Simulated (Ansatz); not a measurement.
Calculated field gradients at the nuclei for PbS

The cell is a Materials Project structure (computed, not necessarily an observed phase), its atoms then relaxed with PBE in this cell.

Space group Pnma (No. 62); a = 12.0278, b = 4.2250, c = 4.2750 Å.

| site | Wyckoff | site symmetry | x | y | z |
| --- | --- | --- | --- | --- | --- |
| Pb | 4c | .m. | 0.8752 | 0.2500 | 0.2490 |
| S | 4c | .m. | 0.6249 | 0.2500 | 0.2488 |

One atom of each set is listed.

Computed with Ansatz: DFT, PBE, plane waves and PAW, scalar-relativistic, 420 eV cutoff, Γ-centred 3×8×8 k-points, Fermi–Dirac smearing 0.01 eV.

Conventions: |V_zz| ≥ |V_yy| ≥ |V_xx|, η = (V_xx − V_yy)/V_zz, C_Q = eQV_zz/h.

S-33: I = 3/2, Q = -69.40 mb. Nuclear quadrupole moments: year-2017 set (Pyykkö).

```json
{"site": "Pb", "atoms": "4", "first shell": "6 S at 3.00–3.01 Å", "V_zz (10²¹ V/m²)": "-0.36", "η": "0.17", "C_Q (MHz)": "–"}
{"site": "S", "atoms": "4", "first shell": "6 Pb at 3.00–3.01 Å", "V_zz (10²¹ V/m²)": "0.19", "η": "0.96", "C_Q (MHz)": "-0.314"}
```

Pb has no stable isotope with a ground-state quadrupole moment in the table, so no C_Q is given.

Spin–orbit coupling is left out, which shifts gradients on Pb by a few per cent in wide-gap crystals, and can shift them far more where the calculated gap is small or absent, as here. With a gap of 0.4 eV on this mesh, small gradients can still move by 0.1 × 10²¹ V/m² or more as the k-mesh gets denser. Where η is near 1 the sign of V_zz means little.

The relaxation (7 steps) took 7.9 min of wall time (7.9 min of CPU time) and 0.72 GiB at its peak, on 1 thread of Arm Neoverse N1 (aarch64; 36 cores open to the job, memory cap 3.0 GiB, no GPU), a shared host with a load of 0.9 a core.
